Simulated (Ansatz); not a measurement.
## LAPW volumes and bulk moduli in simple lattices

All-electron LAPW (Ansatz 0.2.0), scalar-relativistic, no spin, Fermi–Dirac smearing 0.136 eV, k-meshes of 8 to 18 points an axis; Birch–Murnaghan fits to pressures. Some or most of these lattices are hypothetical for the element, and V0 is the minimum nearest the starting volume; lattices without a usable fit are left out; mesh and smearing are coarse, and magnetic elements are treated as non-magnetic.

```
element  lattice  functional  V0 (Å³/atom)  B0 (GPa)   B′  k-points per axis
      W      bcc         PBE         16.15       301  4.1                 14
      W      bcc      PBEsol         15.70       321  4.1                 15
      W  diamond         LDA         23.32       135  3.8                  8
      W  diamond         PBE         24.82       119  3.8                  8
      W      fcc         LDA         15.70       310  4.0                 14
      W      fcc         PBE         16.47       281  4.0                 14
      W      fcc      PBEsol         16.00       299  4.0                 14
      W       sc         LDA         17.36       241  4.3                 13
      W       sc         PBE         18.36       216  4.2                 12
      W       sc      PBEsol         17.72       229  4.2                 13
```

(1) Give V0 and B0 for bcc W in LDA.

(2) Give V0 and B0 for diamond W in PBEsol.

Results:

(1) 15.41 Å³/atom and 332.7 GPa.

(2) 23.89 Å³/atom and 129.0 GPa.
